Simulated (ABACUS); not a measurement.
# Pb (Fm-3m) in ABACUS: settings compared

The runs below take Pb through relaxation of cell and atoms, single point, with r2SCAN, WC.

Everything below comes from runs of ABACUS 3.10.1. Logs are shortened: lines on timing, memory, paths and dates and some standing lists are left out, and cuts for length are marked.

### Step 1. The crystal as given

It takes space group Fm-3m (No. 225, cubic). Conventional cell: a = 4.950 Å, b = 4.950 Å, c = 4.950 Å, α = 90.00°, β = 90.00°, γ = 90.00°. Pb (site symmetry m-3m) has 12 Pb at 3.50 Å as nearest neighbours.

### Step 2. Relaxation of cell and atoms, r2SCAN

INPUT reads:

```
INPUT_PARAMETERS
suffix              Pb
calculation         cell-relax
basis_type          pw
pseudo_dir          ./
symmetry            1
dft_functional      MGGA_X_R2SCAN+MGGA_C_R2SCAN
ecutwfc             73
pseudo_rcut         10
nspin               1
nbands              11
ks_solver           dav
smearing_method     fd
smearing_sigma      0.00367493
scf_thr             1e-08
scf_nmax            100
mixing_type         broyden
mixing_beta         0.7
cal_force           1
cal_stress          1
mixing_tau          1
relax_nmax          60
force_thr_ev        0.02
relax_method        cg
out_stru            1
stress_thr          1
kpar                4
```

STRU reads:

```
ATOMIC_SPECIES
Pb 207.2000 Pb_ONCV_PBE-1.2.upf

LATTICE_CONSTANT
6.6144323282

LATTICE_VECTORS
0.0000000000 0.7071067812 0.7071067812
0.7071067812 0.0000000000 0.7071067812
0.7071067812 0.7071067812 0.0000000000

ATOMIC_POSITIONS
Cartesian

Pb
0.0
1
0.0000000000 0.0000000000 0.0000000000 1 1 1
```

KPT reads:

```
K_POINTS
0
Gamma
6 6 6 0 0 0
```

Potentials or basis: SG15 ONCV 1.2 PBE, plane waves.

Started as:

```
OMP_NUM_THREADS=1 mpirun -np 4 abacus > log
```

running log:

```text
ABACUS v3.10.1

               Atomic-orbital Based Ab-initio Computation at UStc

 ------------------------------------------------------------------------------------

 READING GENERAL INFORMATION
                           global_out_dir = OUT.Pb/
                           global_in_card = INPUT
                               pseudo_dir = ./
                              orbital_dir =
                                    DSIZE = 4
                                    GSIZE = 1

 READING UNITCELL INFORMATION
                                    ntype = 1
                  lattice constant (Bohr) = 6.61443
              lattice constant (Angstrom) = 3.50021

 READING ATOM TYPE 1
                               atom label = Pb
                      L=0, number of zeta = 1
                      L=1, number of zeta = 1
                      L=2, number of zeta = 1
             number of atom for this type = 1

                        TOTAL ATOM NUMBER = 1
CARTESIAN COORDINATES ( UNIT =       6.614432328200 Bohr ).
    atom                   x                   y                   z     mag                  vx                  vy                  vz
tauc_Pb1            0.0000000000        0.0000000000        0.0000000000  0.0000        0.0000000000        0.0000000000        0.0000000000

                          Volume (Bohr^3) = 204.627
                             Volume (A^3) = 30.3225

 Lattice vectors: (Cartesian coordinate: in unit of a_0)
                   +0           +0.707107           +0.707107
            +0.707107                  +0           +0.707107
            +0.707107           +0.707107                  +0
 Reciprocal vectors: (Cartesian coordinate: in unit of 2 pi/a_0)
            -0.707107           +0.707107           +0.707107
            +0.707107           -0.707107           +0.707107
            +0.707107           +0.707107           -0.707107
 The esolver type has been set to : ksdft_pw

                PAO radial cut off (Bohr) = 10

 Read in pseudopotential file is Pb_ONCV_PBE-1.2.upf
                     pseudopotential type = NC
          exchange-correlation functional = PBE
                 nonlocal core correction = 0
                        valence electrons = 14
                                     lmax = 3
                           number of zeta = 0
                     number of projectors = 8
                           L of projector = 0
                           L of projector = 0
                           L of projector = 1
                           L of projector = 1
                           L of projector = 2
                           L of projector = 2
                           L of projector = 3
                           L of projector = 3
 XC functional updated to : MGGA_X_R2SCAN+MGGA_C_R2SCAN
          exchange-correlation functional = MGGA_X_R2SCAN+MGGA_C_R2SCAN
     initial pseudo atomic orbital number = 0

 SETUP THE ELECTRONS NUMBER
            electron number of element Pb = 14
      total electron number of element Pb = 14
            AUTOSET number of electrons:  = 14
                           occupied bands = 7
                                   NBANDS = 11
                                   NLOCAL = 9

%%%%%%%%%%%%%%%%%%%%%%%%%%%%%%%%%%%%%%%%%%%%%%%%%%%%%%%%%%%%%%%%%%%%%%%%%%%%%%%%%%%%%%%%%%%%%%%%%%%%%%%%%%
 Warning: the number of valence electrons in pseudopotential > 4 for Pb: [Xe] 4f14 5d10 6s2 6p2
 Pseudopotentials with additional electrons can yield (more) accurate outcomes, but may be less efficient.
 If you're confident that your chosen pseudopotential is appropriate, you can safely ignore this warning.
%%%%%%%%%%%%%%%%%%%%%%%%%%%%%%%%%%%%%%%%%%%%%%%%%%%%%%%%%%%%%%%%%%%%%%%%%%%%%%%%%%%%%%%%%%%%%%%%%%%%%%%%%%

 SETUP THE PLANE WAVE BASIS
 energy cutoff for charge/potential (unit:Ry) = 292
            fft grid for charge/potential = [ 36, 36, 36 ]
                        fft grid division = [ 1, 1, 1 ]
        big fft grid for charge/potential = [ 36, 36, 36 ]
                                     nbxx = 46656
                                     nrxx = 46656

 SETUP PLANE WAVES FOR CHARGE/POTENTIAL
                    number of plane waves = 17153
                         number of sticks = 871

 PARALLEL PW FOR CHARGE/POTENTIAL
     PROC   COLUMNS(POT)             PW
        1            871          17153
[... 113 lines left out ...]
 Init Non-Local PseudoPotential table :
 Init Non-Local-Pseudopotential done.

                                     npwx = 2151

 -------------------------------------------
 STEP OF RELAXATION : 1
 -------------------------------------------
                                 init_chg = atomic

 PW ALGORITHM --------------- ION=   1  ELEC=   1--------------------------------
 Notice: Threshold on eigenvalues was too large.
 hsover_error=0.14 > DRHO=0.0145046
 Origin diag ethr = 0.01
 New diag ethr = 0.000103604
[... 80 lines left out ...]
 charge density convergence is achieved
 final etot is -1527.1937278 eV
 EFERMI = 12.16379989 eV

 STATE ENERGY(eV) AND OCCUPATIONS    NSPIN == 1
[... levels at 4 further k points ...]

------------------------------------------------------------------------------------------
 TOTAL-FORCE (eV/Angstrom)
------------------------------------------------------------------------------------------
                       Pb1         0.0000000000         0.0000000000         0.0000000000
------------------------------------------------------------------------------------------
[... 13 lines left out ...]
 Largest gradient in stress is 5.299811 kbar.
 Threshold is 1.000000 kbar.

 Relaxation is not converged yet!
CARTESIAN COORDINATES ( UNIT =       6.614432328200 Bohr ).
    atom                   x                   y                   z     mag                  vx                  vy                  vz
tauc_Pb1            0.0000000000        0.0000000000        0.0000000000  0.0000        0.0000000000        0.0000000000        0.0000000000

                          Volume (Bohr^3) = 207.721088
                             Volume (A^3) = 30.781053
[... 10 lines left out ...]
 -------------------------------------------
 STEP OF RELAXATION : 2
 -------------------------------------------

[... set-up of the moved cell ...]

 PW ALGORITHM --------------- ION=   2  ELEC=   1--------------------------------
 Notice: Threshold on eigenvalues was too large.
 hsover_error=0.140000 > DRHO=0.000009
 Origin diag ethr = 0.010000
 New diag ethr = 0.000000

 Density error is 0.000005088767
                          Error Threshold = 0.000000065244
----------------------------------------------------------
     Energy           Rydberg                 eV
----------------------------------------------------------
 E_KohnSham     -112.2465722786      -1527.1929639573
 E_Harris       -112.2706394577      -1527.5204147288
 E_Fermi        0.8772455714         11.9355383161
----------------------------------------------------------

[... 2 further cycles ...]
 PW ALGORITHM --------------- ION=   2  ELEC=   4--------------------------------

 Density error is 0.000000009593
                          Error Threshold = 0.000000001983
----------------------------------------------------------
     Energy           Rydberg                 eV
----------------------------------------------------------
 E_KohnSham     -112.2466730823      -1527.1943354618
 E_KS(sigma->0) -112.2461664748      -1527.1874427134
 E_Harris       -112.2477838277      -1527.2094479289
 E_band         -1.7422364915        -23.7043435473
 E_one_elec     -23.2453188752       -316.2687885295
 E_Hartree      19.9873659973        271.9420655742
 E_xc           -13.3999758662       -182.3160248424
 E_Ewald        -95.5877311232       -1300.5378021673
 E_entropy(-TS) -0.0010132150        -0.0137854968
 E_descf        0.0000000000         0.0000000000
[... 4 lines left out ...]
 charge density convergence is achieved
 final etot is -1527.19433546182 eV
 EFERMI = 11.91141511479 eV

 STATE ENERGY(eV) AND OCCUPATIONS    NSPIN == 1
[... levels at 4 further k points ...]

------------------------------------------------------------------------------------------
 TOTAL-FORCE (eV/Angstrom)
------------------------------------------------------------------------------------------
                       Pb1         0.0000000000         0.0000000000         0.0000000000
------------------------------------------------------------------------------------------
[... 13 lines left out ...]
 Largest gradient in stress is 1.176329 kbar.
 Threshold is 1.000000 kbar.

 Relaxation is not converged yet!
CARTESIAN COORDINATES ( UNIT =       6.614432328200 Bohr ).
    atom                   x                   y                   z     mag                  vx                  vy                  vz
tauc_Pb1            0.0000000000        0.0000000000        0.0000000000  0.0000        0.0000000000        0.0000000000        0.0000000000

                          Volume (Bohr^3) = 207.183192
                             Volume (A^3) = 30.701345
[... 10 lines left out ...]
 -------------------------------------------
 STEP OF RELAXATION : 3
 -------------------------------------------

[... set-up of the moved cell ...]

 PW ALGORITHM --------------- ION=   3  ELEC=   1--------------------------------
 Notice: Threshold on eigenvalues was too large.
 hsover_error=0.140000 > DRHO=0.000002
 Origin diag ethr = 0.010000
 New diag ethr = 0.000000

 Density error is 0.000001701455
                          Error Threshold = 0.000000015127
----------------------------------------------------------
     Energy           Rydberg                 eV
----------------------------------------------------------
 E_KohnSham     -112.2466712686      -1527.1943107865
 E_Harris       -112.2429714791      -1527.1439725676
 E_Fermi        0.8783961451         11.9511926744
----------------------------------------------------------

[... 2 further cycles ...]
 PW ALGORITHM --------------- ION=   3  ELEC=   4--------------------------------

 Density error is 0.000000000349
                          Error Threshold = 0.000000000097
----------------------------------------------------------
     Energy           Rydberg                 eV
----------------------------------------------------------
 E_KohnSham     -112.2466749188      -1527.1943604495
 E_KS(sigma->0) -112.2461767310      -1527.1875822560
 E_Harris       -112.2468192953      -1527.1963247925
 E_band         -1.7025062936        -23.1637864740
 E_one_elec     -23.1193917075       -314.5554615155
 E_Hartree      19.9454750026        271.3721093524
 E_xc           -13.4013794269       -182.3351212655
 E_Ewald        -95.6703824114       -1301.6623306339
 E_entropy(-TS) -0.0009963757        -0.0135563870
 E_descf        0.0000000000         0.0000000000
[... 79 lines left out ...]
 Largest gradient in stress is 0.024038 kbar.
 Threshold is 1.000000 kbar.

 Relaxation is converged!

 --------------------------------------------
 !FINAL_ETOT_IS -1527.1943604495188538 eV
 --------------------------------------------
```

Wall time 9.4 s (4 MPI ranks of Intel Xeon 6975P-C (Granite Rapids), shared host); peak memory 0.36 GiB.

What came out:

- Free energy: -1527.1944 eV
- Relaxed volume: 30.70 Å³/atom
- Relaxed cell: a = 3.515 Å, b = 3.515 Å, c = 3.515 Å, α = 60.00°, β = 60.00°, γ = 60.00°
- Space group after relaxing (to 0.05 Å): Fm-3m (No. 225)
- Energy gained by relaxing: 0.6 meV/atom
- Ionic steps: 3
- Pressure after relaxing: 0.0 GPa
- Band gap on the k mesh: none (metal or under the smearing width)

The path:
```tsv
step	energy change (eV)	largest force (eV/Å)	pressure (GPa)	volume (Å³)
1	0.0000	0.0000	0.53	30.32
2	-0.0006	0.0000	-0.12	30.78
3	-0.0006	0.0000	0.00	30.70
```

Final structure:
```xyz
1
Lattice="0.0000 2.4853 2.4853 2.4853 0.0000 2.4853 2.4853 2.4853 0.0000" Properties=species:S:1:pos:R:3 pbc="T T T"
Pb    0.0000    0.0000    0.0000
```

Caveat: the k mesh is coarse (spacing up to 0.37 Å⁻¹), so the values aren't converged; the potentials were made for another functional, which shifts forces and pressure.

### Step 3. Single point, WC

run_abacus.py reads:

```python
"""ABACUS run from a structure file: ASE reads it, the script writes STRU, KPT and INPUT."""
import re
import subprocess
from ase.io import read
from ase.units import Bohr

atoms = read("Pb.xyz")
atoms = atoms[(-atoms.numbers).argsort(kind="stable")]  # ABACUS lists atoms element by element
pseudo = {'Pb': 'pb_pbesol_v1.uspp.F.UPF'}
orbital = {}
magmoms = None
kmesh = [7, 7, 7]
params = {
    'suffix': 'Pb',
    'calculation': 'scf',
    'basis_type': 'pw',
    'pseudo_dir': './',
    'symmetry': 1,
    'dft_functional': 'wc',
    'ecutwfc': 40,
    'pseudo_rcut': 10,
    'nspin': 1,
    'nbands': 17,
    'ks_solver': 'dav',
    'smearing_method': 'fd',
    'smearing_sigma': 0.00367493,
    'scf_thr': 1e-08,
    'scf_nmax': 100,
    'mixing_type': 'broyden',
    'mixing_beta': 0.7,
    'cal_force': 1,
    'cal_stress': 1,
    'ecutrho': 320,
    'out_chg': 1,
    'kpar': 4,
}

symbols = atoms.get_chemical_symbols()
elements = list(dict.fromkeys(symbols))
lines = ["ATOMIC_SPECIES"] + [f"{e} {atoms.get_masses()[symbols.index(e)]:.4f} {pseudo[e]}" for e in elements]
if orbital:
    lines += ["", "NUMERICAL_ORBITAL"] + [orbital[e] for e in elements]
lines += ["", "LATTICE_CONSTANT", f"{1 / Bohr:.10f}", "", "LATTICE_VECTORS"]
lines += [" ".join(f"{x:.10f}" for x in v) for v in atoms.cell]
lines += ["", "ATOMIC_POSITIONS", "Direct"]
for e in elements:
    lines += ["", e, "0.0", str(symbols.count(e))]
    for i, p in enumerate(atoms.get_scaled_positions(wrap=False)):
        if symbols[i] == e:
            mag = "" if magmoms is None else " mag " + " ".join(str(x) for x in (magmoms[i] if isinstance(magmoms[i], list) else [magmoms[i]]))
            lines.append(" ".join(f"{x:.10f}" for x in p) + " 1 1 1" + mag)
open("STRU", "w").write("\n".join(lines) + "\n")
open("KPT", "w").write("K_POINTS\n0\nGamma\n%d %d %d 0 0 0\n" % tuple(kmesh))
open("INPUT", "w").write("INPUT_PARAMETERS\n" + "".join(f"{k:<20s}{v}\n" for k, v in params.items()))

done = subprocess.run(['mpirun', '-np', '4', 'abacus'])
if done.returncode:
    raise SystemExit(done.returncode)
log = open("OUT.Pb/running_scf.log").read()
print("final energy (eV):", re.findall(r"FINAL_ETOT_IS (\S+)", log))
```

Pb.xyz reads:

```xyz
1
Lattice="0.0000000000 2.4750200000 2.4750200000 2.4750200000 0.0000000000 2.4750200000 2.4750200000 2.4750200000 0.0000000000" Properties=species:S:1:pos:R:3 pbc="T T T"
Pb     0.0000000000      0.0000000000      0.0000000000
```

Potentials or basis: GBRV ultrasoft 1.5 PBEsol, plane waves.

Started as:

```
OMP_NUM_THREADS=1 python run_abacus.py > log
```

Wall time 8.8 s (4 MPI ranks of Intel Xeon Platinum 8259CL at 2.50GHz (Skylake/Cascade Lake), shared host); peak memory 0.48 GiB.

It converged, with:

* Free energy: -2233.7828 eV
* Pressure: 0.0 GPa
* Band gap on the k mesh: none (metal or under the smearing width)

Levels at points of the mesh, in eV from the Fermi level:
| k point | band 4 | band 5 | band 6 | band 7 | band 8 | band 9 | band 10 | band 11 |
| --- | --- | --- | --- | --- | --- | --- | --- | --- |
| (0.00, 0.00, 0.00) | -16.77 | -16.77 | -11.69 | 7.20 | 7.47 | 7.47 | 7.47 | 9.91 |

Caveat: the potentials were made for another functional, which shifts forces and pressure.
